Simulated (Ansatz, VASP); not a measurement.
# La in VASP and in Ansatz

Contents of POSCAR:

```
La
1.0
   -2.1238310710      2.1238310710      2.1238310710
    2.1238310710     -2.1238310710      2.1238310710
    2.1238310710      2.1238310710     -2.1238310710
La
1
Direct
    0.0000000000      0.0000000000      0.0000000000
```

INCAR.step1

```
ALGO = Normal
EDIFF = 1E-4
ENCUT = 520
GGA = PE
ISMEAR = -1
LASPH = True
LCHARG = False
LREAL = False
LWAVE = True
NBANDS = 12
NELM = 80
PREC = Accurate
SIGMA = 0.03
```

Contents of INCAR.step2:

```
ALGO = Normal
EDIFF = 1E-8
ENCUT = 520
ISIF = 2
ISMEAR = -1
ISTART = 1
LASPH = True
LCHARG = False
LEFG = True
LMIXTAU = True
LREAL = False
LWAVE = False
METAGGA = R2SCAN
NBANDS = 12
NELM = 80
PREC = Accurate
SIGMA = 0.03
```

KPOINTS

```
k-points
0
Gamma
  11 11 11
```

Input for Ansatz:

```yaml
crystal:
  lattice:
    - [-2.123831071, 2.123831071, 2.123831071]
    - [2.123831071, -2.123831071, 2.123831071]
    - [2.123831071, 2.123831071, -2.123831071]
  atoms:
    - { symbol: La, position: [0.0, 0.0, 0.0] }
kpoints:
  mp_grid: { grid: [11, 11, 11] }
  band_path:
    path:
      - [0.0, 0.0, 0.0]
      - [0.5, -0.5, 0.5]
      - [0.0, 0.0, 0.5]
      - [0.0, 0.0, 0.0]
      - [0.25, 0.25, 0.25]
      - [0.5, -0.5, 0.5]
      - [0.25, 0.25, 0.25]
      - [0.0, 0.0, 0.5]
    npoints: 5
scf:
  occupations: { method: fermi_dirac, width: 0.03 }
hamiltonian:
  xc: r2scan
  pseudopotentials: { kind: paw }
output:
  forces: true
  stress: true
  eigenvalues: true
  efg: { contact_densities: true }
  write_density: true
  write_potential: true
  elf: true
  volumetric_format: npy
```

Alike in both runs: task electric field gradients; functional r2SCAN; k mesh 11 × 11 × 11; occupations fermi-dirac, width 0.03 eV; no spin polarisation.

```csv
,VASP,Ansatz
version,VASP 6.6.1,Ansatz 0.2.0
potentials or method,"VASP PAW PBE potentials, release 64 (La)","PAW with Ansatz's default frozen-core files, scalar-relativistic"
plane-wave cutoff (eV),520,500
valence electrons in the cell,11,11
```

|  | VASP | Ansatz | Ansatz less VASP |
| --- | --- | --- | --- |
| pressure (GPa) | 0.1 | 0.1 | -0.05 |
| Vzz of the field gradient on the site that differs most (V/Å²) | 0.0 | 0.0 | 0.00 |

The functional is the same, so the differences come from potentials, cutoffs and numerics. Ansatz warned: «gradients_without_spin_orbit».

Caveats: the PAW data sets were made with another functional, which shifts forces and pressure a little (VASP). Spin-orbit coupling is left out, which matters for the levels of La.
